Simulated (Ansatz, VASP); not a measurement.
**One calculation of HfO2, two programs**

```
CELL_PARAMETERS angstrom
0.00000 2.52931 2.52931
2.52931 0.00000 2.52931
2.52931 2.52931 0.00000
ATOMIC_POSITIONS crystal
Hf 0.00000 0.00000 0.00000
O 0.75000 0.75000 0.75000
O 0.25000 0.25000 0.25000
```

Alike in both runs: functional r2SCAN; k mesh 6 × 6 × 6; occupations gaussian, width 0.1 eV; no spin polarisation.

Ansatz relaxed the structure, and its values are those at the end. VASP's run is a single point on that final structure, the one shown.

|  | VASP | Ansatz |
| --- | --- | --- |
| version | VASP 6.6.1 | Ansatz 0.2.0 |
| potentials or method | VASP PAW PBE potentials, release 64 (Hf_pv, O) | scalar-relativistic, plane waves, PAW |
| plane-wave cutoff (eV) | 520 | 500 |
| valence electrons in the cell | 22 | 38 |

```csv
,VASP,Ansatz,Ansatz less VASP
gap on the k mesh at the Fermi level (eV),4.31,4.30,-0.012
least direct gap on the mesh (eV),4.31,4.30,-0.012
pressure (GPa),-4.0,0.0,+3.98
```

One of these differences is far larger than is usual between the two programs; its cause wasn't traced. The functional is the same, so the differences come from potentials, cutoffs and numerics. The two sets of potentials don't hold the same shells in valence.

Caveats: the PAW data sets were made with another functional, which shifts forces and pressure a little (VASP); spin-orbit coupling is left out, which moves the levels of the heavy elements. r2SCAN opens gaps a little over a GGA but as a rule still falls short of measured ones. A k mesh can miss the band edges.
